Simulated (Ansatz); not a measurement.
**TlBr (CsCl type): how the settings move a single-point run**

Question: which choices in the input matter for TlBr (CsCl type)?

Method: reference: DFT, PBE, norm-conserving pseudopotentials, Ansatz's default files, scalar-relativistic, in Ansatz 0.2.0.

2 further runs of the same task are left out: 1 for a known fault of the program, 1 that didn't finish.

### 1 The starting structure

The structure is cubic, space group Pm-3m (No. 221). Conventional cell: a = 2.985 Å, b = 2.985 Å, c = 2.985 Å, α = 90.00°, β = 90.00°, γ = 90.00°. Tl (site symmetry m-3m) is surrounded by 8 Br at 2.59 Å. Around Br (site symmetry m-3m) lie 8 Tl at 2.59 Å.

Coordinates:

```cif
data_structure
_symmetry_space_group_name_H-M 'P 1'
_symmetry_Int_Tables_number 1
_cell_length_a 2.9854
_cell_length_b 2.9854
_cell_length_c 2.9854
_cell_angle_alpha 90.000
_cell_angle_beta 90.000
_cell_angle_gamma 90.000
_cell_volume 26.61
loop_
_atom_site_label
_atom_site_type_symbol
_atom_site_fract_x
_atom_site_fract_y
_atom_site_fract_z
_atom_site_occupancy
Tl1 Tl 0.00000 0.00000 0.00000 1
Br1 Br 0.50000 0.50000 0.50000 1
```

### 2 Reference

File input.yaml:

```yaml
crystal:
  lattice:
    - [2.9854158124, 0.0, 0.0]
    - [0.0, 2.9854158124, 0.0]
    - [0.0, 0.0, 2.9854158124]
  atoms:
    - { symbol: Tl, position: [0.0, 0.0, 0.0] }
    - { symbol: Br, position: [0.5, 0.5, 0.5] }
kpoints:
  mp_grid: { grid: [12, 12, 12] }
scf:
  occupations: { method: fermi_dirac, width: 0.08 }
hamiltonian:
  xc: pbe
  pseudopotentials: { kind: nc }
output:
  forces: true
  stress: true
  eigenvalues: true
```

Started as:

```console
$ ansatz run input.yaml --threads 1 --pin off --max-ram 2048MiB --backend cpu --events-out ev --progress --plain --runs-dir out
```

### 3 Changing settings: mp_grid.grid [15, 15, 15], occupations.method methfessel_paxton, occupations.width 0.001, preconditioner none

input.yaml: that of step 2 with these lines changed.

```diff
@@ -9,5 +9,6 @@
 kpoints:
-  mp_grid: { grid: [12, 12, 12] }
+  mp_grid: { grid: [15, 15, 15] }
 scf:
-  occupations: { method: fermi_dirac, width: 0.08 }
+  occupations: { method: methfessel_paxton, width: 0.001 }
+  mixing: { preconditioner: none }
 hamiltonian:
```

**Question.** What will these runs give? Wanted: for each run, ending; energy change; pressure; gap; force.

The runs gave:

| run | ending | energy change | pressure (GPa) | gap (eV) | force (eV/Å) | cycles | time |
| --- | --- | --- | --- | --- | --- | --- | --- |
| reference | converged | 0 | 174.6 | 0.00 | 0.00 | 8 | 9.4 s |
| 1: mp_grid.grid [15, 15, 15], occupations.method methfessel_paxton, occupations.width 0.001, preconditioner none | converged | +7.1 meV/atom (σ→0) | 173.8 | 0.00 | 0.00 | 7 | 11 s |

Residual by cycle in the longest SCF loop of each run; runs are numbered as in the table. The quantity is the density residual dr2, in eV.

| cycle | reference | run 1 |
| --- | --- | --- |
| 1 | 0.539 | 0.565 |
| 2 | 0.186 | 0.0148 |
| 3 | 0.01 | 0.00303 |
| 4 | 0.0103 | 3.9e-4 |
| 5 | 0.00159 | 2.8e-5 |
| 6 | 2.1e-6 | 2.3e-7 |
| 7 | 4.2e-8 | 2.5e-9 |
| 8 | 1.5e-9 | - |

Changing the k-point mesh, smearing and mixing moves the energy by +7.1 meV/atom (σ→0 values), and the pressure goes from 174.6 to 173.8 GPa. More than one kind of setting changed, and this run alone doesn't tell their shares apart. The structure is not at rest: the sound run finds 175 GPa, so these are no properties of the relaxed crystal. 
